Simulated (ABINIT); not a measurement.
Input of an ABINIT 10.8.3 (patched build) run:

Contents of run.abi:

```
# Pseudopotentials
pp_dirpath "./"
pseudos "Li.GGA_PBE-JTH.xml"

# Structure
acell 5.8789379737 5.8789379738 9.6243751527
rprim
     1.0000000000     0.0000000000     0.0000000000
    -0.5000000000     0.8660254038     0.0000000000
     0.0000000000     0.0000000000     1.0000000000
ntypat 1
znucl 3
natom 2
typat 1 1
xcart
     1.5536209560     0.9072681558     3.8469313410
    -0.0149981310     1.8089646957     1.2511412870 Angstrom
chkprim 0
chksymtnons 0
tolsym 1.0e-6

# Plane-wave basis
ecut 15.0
pawecutdg 30.0

# k points
kptopt 1
ngkpt 10 10 5
nshiftk 1
shiftk 0.0 0.0 0.0

# Exchange and correlation
ixc 11

# Bands and occupations
nband 7
occopt 3
tsmear 0.05 eV

# SCF cycle
nstep 100
tolvrs 1.0e-9

# Output
iomode 3
prtwf 0
prtden 0
prteig 0
prtebands 0
enunit 2
```

Potentials or basis: JTH PAW PBE v2.0.

Launch:

```sh
$ abinit run.abi > log 2>&1
```

Problem. Predict the largest force.

Solution. 0.056 eV/Å.

Problem. Estimate the band gap on the k mesh.

Solution. None (metal or under the smearing width).

Problem. Predict the pressure.

Solution. -0.7 GPa.

Stress tensor (GPa, compression positive):
```
-0.63  0.02  0.00
 0.02 -0.62  0.00
 0.00  0.00 -0.81
```
